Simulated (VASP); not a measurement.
# ZrN (Fm-3m) in VASP: single point with HSE06

Aim: the single point of ZrN with HSE06.

All numbers are computed with VASP 6.6.1; they aren't measurements. Logs are shortened: lines on timing, memory, paths and dates and some standing lists are left out, and cuts for length are marked.

## 1. Starting point

It takes space group Fm-3m (No. 225, cubic). The conventional cell has a = 4.553 Å, b = 4.553 Å, c = 4.553 Å, α = 90.00°, β = 90.00°, γ = 90.00°. Around Zr (site symmetry m-3m) lie 6 N at 2.28 Å. N (site symmetry m-3m) has 6 Zr at 2.28 Å as nearest neighbours.

The cell is a database's computed one.

## 2. Single point, HSE06

POSCAR reads:

```
ZrN
1.0
    0.0000000000      2.2767300000      2.2767300000
    2.2767300000      0.0000000000      2.2767300000
    2.2767300000      2.2767300000      0.0000000000
Zr N
1 1
Direct
    0.5000000000      0.5000000000      0.5000000000
    1.0000000000      1.0000000000      0.0000000000
```

INCAR.step1 reads:

```
PREC = Accurate
ENCUT = 520
EDIFF = 1E-5
ISMEAR = 0
SIGMA = 0.1
LREAL = False
LASPH = True
NELM = 80
ALGO = Normal
ISIF = 2
LWAVE = True
LCHARG = False
NBANDS = 16
GGA = PE
```

INCAR.step2 reads:

```
PREC = Accurate
ENCUT = 520
EDIFF = 1E-6
ISMEAR = 0
SIGMA = 0.1
LREAL = False
LASPH = True
NELM = 80
ALGO = Normal
ISIF = 2
LWAVE = False
LCHARG = False
GGA = PE
LHFCALC = True
HFSCREEN = 0.2
PRECFOCK = Fast
NBANDS = 16
ISTART = 1
```

KPOINTS reads:

```
regular mesh
0
Gamma
  8 8 8
```

Potentials or basis: VASP PAW PBE potentials, release 64 (Zr_sv, N).

Run with:

```
> cat potpaw_PBE.64/Zr_sv/POTCAR potpaw_PBE.64/N/POTCAR > POTCAR
> cp INCAR.step1 INCAR
> mpirun -np 1 vasp_std > vasp.out
> cp INCAR.step2 INCAR
> mpirun -np 1 vasp_std > vasp.out
```

OUTCAR:

```text
PREC = Accurate
   ENCUT = 520
   EDIFF = 1E-6
   ISMEAR = 0
   LREAL = False
   LASPH = True
   NELM = 80
   ISIF = 2
   GGA = PE
   LHFCALC = True
   HFSCREEN = 0.2
   PRECFOCK = Fast
   ISTART = 1

 ion  position               nearest neighbor table
   1  0.500  0.500  0.500-   2 2.28   2 2.28   2 2.28   2 2.28   2 2.28   2 2.28
   2  0.000  0.000  0.000-   1 2.28   1 2.28   1 2.28   1 2.28   1 2.28   1 2.28

  LATTYP: Found a face centered cubic cell.
 ALAT       =     4.5534600000

  Lattice vectors:

 A1 = (   0.0000000000,   2.2767300000,   2.2767300000)
 A2 = (   2.2767300000,   0.0000000000,   2.2767300000)
 A3 = (   2.2767300000,   2.2767300000,   0.0000000000)

Analysis of symmetry for initial positions (statically):
=====================================================================
 Subroutine PRICEL returns:
 Original cell was already a primitive cell.

 Routine SETGRP: Setting up the symmetry group for a
 face centered cubic supercell.

 Subroutine GETGRP returns: Found 48 space group operations
 (whereof 48 operations were pure point group operations)
 out of a pool of 48 trial point group operations.

The static configuration has the point symmetry O_h .

Analysis of symmetry for dynamics (positions and initial velocities):
=====================================================================
 Subroutine PRICEL returns:
 Original cell was already a primitive cell.

 Routine SETGRP: Setting up the symmetry group for a
 face centered cubic supercell.

 Subroutine GETGRP returns: Found 48 space group operations
 (whereof 48 operations were pure point group operations)
 out of a pool of 48 trial point group operations.

The dynamic configuration has the point symmetry O_h .

 Subroutine INISYM returns: Found 48 space group operations
 (whereof 48 operations are pure point group operations),
 and found     1 'primitive' translations

----------------------------------------------------------------------------------------

                                     Primitive cell

  volume of cell :      23.6029

  direct lattice vectors                    reciprocal lattice vectors
     0.000000000  2.276730000  2.276730000    -0.219613217  0.219613217  0.219613217
     2.276730000  0.000000000  2.276730000     0.219613217 -0.219613217  0.219613217
     2.276730000  2.276730000  0.000000000     0.219613217  0.219613217 -0.219613217

  length of vectors
     3.219782444  3.219782444  3.219782444     0.380381250  0.380381250  0.380381250

  position of ions in fractional coordinates (direct lattice)
     0.500000000  0.500000000  0.500000000
     0.000000000  0.000000000  0.000000000

  ion indices of the primitive-cell ions
   primitive index   ion index
                 1           1
                 2           2

----------------------------------------------------------------------------------------

 KPOINTS: regular mesh

Automatic generation of k-mesh.
 Grid dimensions read from file:
 generate k-points for:    8    8    8

 Generating k-lattice:

  Cartesian coordinates                     Fractional coordinates (reciprocal lattice)
    -0.027451652  0.027451652  0.027451652     0.125000000  0.000000000  0.000000000
     0.027451652 -0.027451652  0.027451652     0.000000000  0.125000000  0.000000000
     0.027451652  0.027451652 -0.027451652     0.000000000  0.000000000  0.125000000

  Length of vectors
     0.047547656  0.047547656  0.047547656

  Shift w.r.t. Gamma in fractional coordinates (k-lattice)
     0.000000000  0.000000000  0.000000000

 Subroutine IBZKPT returns following result:
 ===========================================

 Found     29 irreducible k-points:

 Following reciprocal coordinates:
            Coordinates               Weight
  0.000000  0.000000  0.000000      1.000000
  0.125000  0.000000  0.000000      8.000000
  0.250000  0.000000  0.000000      8.000000
  0.375000  0.000000  0.000000      8.000000
  0.500000  0.000000  0.000000      4.000000
  0.125000  0.125000  0.000000      6.000000
[... 16 lines left out ...]
  0.500000  0.250000  0.125000     48.000000
 -0.375000  0.250000  0.125000     24.000000
 [... further k-points ...]
   k-points           NKPTS =     29   k-points in BZ     NKDIM =    512   number of bands    NBANDS=     16
   number of dos      NEDOS =    301   number of ions     NIONS =      2
   total plane-waves  NPLWV =  13824
   dimension x,y,z NGX =    24 NGY =   24 NGZ =   24
   dimension x,y,z NGXF=    48 NGYF=   48 NGZF=   48
   ions per type =               1   1
   NGX,Y,Z   is equivalent  to a cutoff of  12.39, 12.39, 12.39 a.u.
   NGXF,Y,Z  is equivalent  to a cutoff of  24.78, 24.78, 24.78 a.u.
 SYSTEM =  unknown system
   PREC   = accura    normal or accurate (medium, high low for compatibility)
   ISTART =      1    job   : 0-new  1-cont  2-samecut
   ICHARG =      0    charge: 1-file 2-atom 10-const
   ISPIN  =      1    spin polarized calculation?
   LNONCOLLINEAR =      F non collinear calculations
   LSORBIT =      F    spin-orbit coupling
   LASPH  =      T    aspherical Exc in radial PAW
   ENCUT  =  520.0 eV  38.22 Ry    6.18 a.u.   5.99  5.99  5.99*2*pi/ulx,y,z
   NELM   =     80;   NELMIN=  2; NELMDL=  0     # of ELM steps
   EDIFF  = 0.1E-05   stopping-criterion for ELM
   LREAL  =      F    real-space projection
   EDIFFG = 0.1E-04   stopping-criterion for IOM
   NSW    =      0    number of steps for IOM
   IBRION =     -1    ionic relax: 0-MD 1-quasi-New 2-CG
   NFREE  =      0    steps in history (QN), initial steepest desc. (CG)
   ISIF   =      2    stress and relaxation
   ISYM   =      3    0-nonsym 1-usesym 2-fastsym
   POTIM  = 0.5000    time-step for ionic-motion
   TEBEG  =    0.0;   TEEND  =   0.0 temperature during run
   PSTRESS=    0.0 pullay stress
   NELECT =      17.0000    total number of electrons
   NUPDOWN=      -1.0000    fix difference up-down
   EMIN   =  10.00;   EMAX   =-10.00  energy-range for DOS
   EFERMI =   0.00;   METHOD = LEGACY
   ISMEAR =     0;   SIGMA  =   0.10  broadening in eV -4-tet -1-fermi 0-gaus
   EFERMI_NEDOS =   21; number of points for ismear=-14 and -15
   IALGO  =     38    algorithm
   IMIX   =      1    mixing-type and parameters
     AMIX     =   0.40;   BMIX     =  1.00
     AMIX_MAG =   1.60;   BMIX_MAG =  1.00
  volume/ion in A,a.u.               =      11.80        79.64
  Fermi-wavevector in a.u.,A,eV,Ry     =   1.467471  2.773119 29.299765  2.153472
  Thomas-Fermi vector in A             =   2.583085
   LORBIT       =      0    0 simple, 1 ext, 2 COOP (PROOUT), +10 PAW based schemes
   GGA     = PE    functional components
   LHFCALC =     T    Hartree Fock is set to
   PRECFOCK=fast      Normal, Fast or Accurate (Low or Medium for compatibility)
   ENCUT4O =  -1.0   cutoff for four orbital integrals eV
   NKREDX  =     1    reduce k-point grid by
   NKREDY  =     1    reduce k-point grid by
   NKREDZ  =     1    reduce k-point grid by
   AEXX    =    0.2500 exact exchange contribution
   HFSCREEN=    0.2000 screening length (either q_TF or 0.3 A-1)
   HFSCREENC=   0.2000 screening length for correlation (either q_TF or 0.3 A-1)
   ENCUTFOCK=  -1.0 apply spherical cutoff to Coloumb kernel
   IVDW    =     0    specifies the selected vdW correction
   LEPSILON=     F    determine dielectric tensor
   LRPA    =     F    only Hartree local field effects (RPA)
 non-spin polarized calculation
 Gauss-broadening in eV      SIGMA  =   0.10
  energy-cutoff  :      520.00
  volume of cell :       23.60
 maximum number of plane-waves:       652
  NGX = 14; NGY = 14; NGZ = 14

 number of electron      16.9999999 magnetization

 Free energy of the ion-electron system (eV)
  ---------------------------------------------------
  ext. energy  EPLUGINS =         0.00000000
  ---------------------------------------------------
  free energy    TOTEN  =       -23.86805544 eV

  energy without entropy =      -23.86410604  energy(sigma->0) =      -23.86608074

 E-fermi :  12.4754     XC(G=0): -10.3138

 val. band max:       12.4612692132   @ k =   0.1250   0.0000   0.0000
 cond. band min:      12.4854355426   @ k =   0.3750   0.1250   0.0000
 fundamental gap:      0.0241663294
 Fermi energy:        12.4753694914

 k-point     1 :       0.0000    0.0000    0.0000
  band No.  band energies     occupation
      1     -41.0262      2.00000
      2     -17.1970      2.00000
      3     -17.1970      2.00000
      4     -17.1970      2.00000
      5      -6.3455      2.00000
      6       8.8888      2.00000
[... 8 lines left out ...]
     15      22.0025      0.00000
     16      36.4402      0.00000

 k-point     2 :       0.1250    0.0000    0.0000
  band No.  band energies     occupation
      1     -41.0014      2.00000
      2     -17.4306      2.00000
      3     -17.2125      2.00000
      4     -17.2125      2.00000
      5      -5.9851      2.00000
      6       7.6574      2.00000
[... 8 lines left out ...]
     15      23.1351      0.00000
     16      33.5437      0.00000

 k-point     3 :       0.2500    0.0000    0.0000
  band No.  band energies     occupation
      1     -40.9410      2.00000
      2     -17.9530      2.00000
      3     -17.2492      2.00000
      4     -17.2492      2.00000
      5      -5.1171      2.00000
      6       5.5799      2.00000
[... 8 lines left out ...]
     15      25.3189      0.00000
     16      30.6463      0.00000

 k-point     4 :       0.3750    0.0000    0.0000
  band No.  band energies     occupation
      1     -40.8797      2.00000
      2     -18.4293      2.00000
      3     -17.2852      2.00000
      4     -17.2852      2.00000
      5      -4.2065      2.00000
      6       3.9093      2.00000
[... 8 lines left out ...]
     15      26.1470      0.00000
     16      27.1075      0.00000

 k-point     5 :       0.5000    0.0000    0.0000
  band No.  band energies     occupation
      1     -40.8540      2.00000
      2     -18.6158      2.00000
      3     -17.3000      2.00000
      4     -17.3000      2.00000
      5      -3.7956      2.00000
      6       3.2480      2.00000
[... 8 lines left out ...]
     15      25.4028      0.00000
     16      25.4028      0.00000

 k-point     6 :       0.1250    0.1250    0.0000
  band No.  band energies     occupation
      1     -40.9932      2.00000
      2     -17.4165      2.00000
      3     -17.2606      2.00000
      4     -17.2606      2.00000
      5      -5.9084      2.00000
      6       6.8282      2.00000
[... 8 lines left out ...]
     15      23.4903      0.00000
     16      33.2064      0.00000
[... 267 lines left out ...]
 k-point    21 :       0.5000    0.5000    0.0000
  band No.  band energies     occupation
      1     -40.7981      2.00000
      2     -18.3132      2.00000
      3     -17.6221      2.00000
      4     -17.6221      2.00000
      5      -5.7732      2.00000
      6       6.6956      2.00000
[... 8 lines left out ...]
     15      23.2150      0.00000
     16      29.5559      0.00000

 k-point    22 :       0.3750    0.2500    0.1250
  band No.  band energies     occupation
      1     -40.8958      2.00000
      2     -18.0335      2.00000
      3     -17.4985      2.00000
      4     -17.3169      2.00000
      5      -4.9543      2.00000
      6       4.8958      2.00000
[... 8 lines left out ...]
     15      26.6126      0.00000
     16      27.1768      0.00000

 k-point    23 :       0.5000    0.2500    0.1250
  band No.  band energies     occupation
      1     -40.8464      2.00000
      2     -18.2767      2.00000
      3     -17.6195      2.00000
      4     -17.3798      2.00000
      5      -4.6049      2.00000
      6       4.5457      2.00000
[... 8 lines left out ...]
     15      25.5979      0.00000
     16      26.4137      0.00000

 k-point    24 :      -0.3750    0.2500    0.1250
  band No.  band energies     occupation
      1     -40.8258      2.00000
      2     -18.3809      2.00000
      3     -17.6490      2.00000
      4     -17.4199      2.00000
      5      -4.4690      2.00000
      6       4.3897      2.00000
[... 8 lines left out ...]
     15      25.3403      0.00000
     16      26.4942      0.00000

 [... further k-points ...]
[... 5 lines left out ...]
  --------------------------------------------------------------------------------------
  -------------------------------------------------------------------------------------
  Total        0.3045774      0.3045774      0.3045774      0.0000000      0.0000000      0.0000000
  in kB       20.6749098     20.6749098     20.6749098      0.0000000      0.0000000      0.0000000
  external PRESSURE =      20.6749098 kB  Pullay stress =       0.0000000 kB

 VOLUME and BASIS-vectors are now :
 -----------------------------------------------------------------------------
  energy-cutoff  :      520.00
  volume of cell :       23.60
      direct lattice vectors                 reciprocal lattice vectors
     0.000000000  2.276730000  2.276730000    -0.219613217  0.219613217  0.219613217
     2.276730000  0.000000000  2.276730000     0.219613217 -0.219613217  0.219613217
     2.276730000  2.276730000  0.000000000     0.219613217  0.219613217 -0.219613217

 POSITION                                       TOTAL-FORCE (eV/Angst)
 -----------------------------------------------------------------------------------
      2.27673      2.27673      2.27673         0.000000      0.000000     -0.000000
      0.00000      0.00000      0.00000        -0.000000     -0.000000      0.000000
 -----------------------------------------------------------------------------------
    total drift:                                0.000000      0.000000      0.000000

  FREE ENERGIE OF THE ION-ELECTRON SYSTEM (eV)
  ---------------------------------------------------
  free  energy   TOTEN  =       -23.8680554363 eV

  energy  without entropy=      -23.8641060382  energy(sigma->0) =      -23.86608074
```

Wall time 34 min (1 thread of Intel Xeon Platinum 8488C (Sapphire Rapids), shared host); peak memory 0.27 GiB.

Results:

| Quantity | Value |
| --- | --- |
| Free energy | -23.8681 eV |
| Pressure | 2.1 GPa |
| Band gap on the k mesh | none (metal or under the smearing width) |

Levels at points of the mesh, in eV from the Fermi level:
```csv
k point,band 6,band 7,band 8,band 9,band 10,band 11,band 12,band 13
"(0.00, 0.00, 0.00)",-3.59,-3.59,-3.59,-0.38,-0.38,-0.38,1.93,1.93
"(0.50, 0.00, 0.00)",-9.23,-7.00,-7.00,3.60,3.68,3.68,5.03,8.87
"(0.50, 0.50, 0.00)",-5.78,-4.20,-4.20,-4.19,3.93,5.29,5.29,5.82
```

Caveat: the PAW data sets were made with another functional, which shifts forces and pressure a little.
